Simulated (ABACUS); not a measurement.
A run of ABACUS 3.10.1 is set up as follows.

run_abacus.py

```python
"""ABACUS run from a structure file: ASE reads it, the script writes STRU, KPT and INPUT."""
import re
import subprocess
from ase.io import read
from ase.units import Bohr

atoms = read("Fe.xyz")
atoms = atoms[(-atoms.numbers).argsort(kind="stable")]  # ABACUS lists atoms element by element
pseudo = {'Fe': 'Fe.upf'}
orbital = {}
magmoms = [3.0]
kmesh = [10, 10, 10]
params = {
    'suffix': 'Fe',
    'calculation': 'scf',
    'basis_type': 'pw',
    'pseudo_dir': './',
    'symmetry': 1,
    'dft_functional': 'revpbe',
    'ecutwfc': 90,
    'pseudo_rcut': 10,
    'nspin': 2,
    'nbands': 20,
    'ks_solver': 'dav',
    'smearing_method': 'fd',
    'smearing_sigma': 0.00367493,
    'scf_thr': 1e-08,
    'scf_nmax': 100,
    'mixing_type': 'broyden',
    'mixing_beta': 0.4,
    'cal_force': 1,
    'cal_stress': 1,
    'out_chg': 1,
    'kpar': 4,
}

symbols = atoms.get_chemical_symbols()
elements = list(dict.fromkeys(symbols))
lines = ["ATOMIC_SPECIES"] + [f"{e} {atoms.get_masses()[symbols.index(e)]:.4f} {pseudo[e]}" for e in elements]
if orbital:
    lines += ["", "NUMERICAL_ORBITAL"] + [orbital[e] for e in elements]
lines += ["", "LATTICE_CONSTANT", f"{1 / Bohr:.10f}", "", "LATTICE_VECTORS"]
lines += [" ".join(f"{x:.10f}" for x in v) for v in atoms.cell]
lines += ["", "ATOMIC_POSITIONS", "Direct"]
for e in elements:
    lines += ["", e, "0.0", str(symbols.count(e))]
    for i, p in enumerate(atoms.get_scaled_positions(wrap=False)):
        if symbols[i] == e:
            mag = "" if magmoms is None else " mag " + " ".join(str(x) for x in (magmoms[i] if isinstance(magmoms[i], list) else [magmoms[i]]))
            lines.append(" ".join(f"{x:.10f}" for x in p) + " 1 1 1" + mag)
open("STRU", "w").write("\n".join(lines) + "\n")
open("KPT", "w").write("K_POINTS\n0\nGamma\n%d %d %d 0 0 0\n" % tuple(kmesh))
open("INPUT", "w").write("INPUT_PARAMETERS\n" + "".join(f"{k:<20s}{v}\n" for k, v in params.items()))

done = subprocess.run(['mpirun', '-np', '4', 'abacus'])
if done.returncode:
    raise SystemExit(done.returncode)
log = open("OUT.Fe/running_scf.log").read()
print("final energy (eV):", re.findall(r"FINAL_ETOT_IS (\S+)", log))
```

Fe.xyz

```xyz
1
Lattice="-1.4430000000 1.4430000000 1.4430000000 1.4430000000 -1.4430000000 1.4430000000 1.4430000000 1.4430000000 -1.4430000000" Properties=species:S:1:pos:R:3 pbc="T T T"
Fe     0.0000000000      0.0000000000      0.0000000000
```

Potentials or basis: PseudoDojo NC SR 0.4.1 PBE standard, plane waves.

Command:

```console
$ OMP_NUM_THREADS=1 python run_abacus.py > log
```

Q: Estimate the pressure.

A: -3.5 GPa.

Q: Predict the net moment.

A: 2.34 μB per cell.

Q: What does it give for the band gap on the k mesh?

A: None (metal or under the smearing width).

Caveat: the potentials were made for another functional, which shifts forces and pressure.
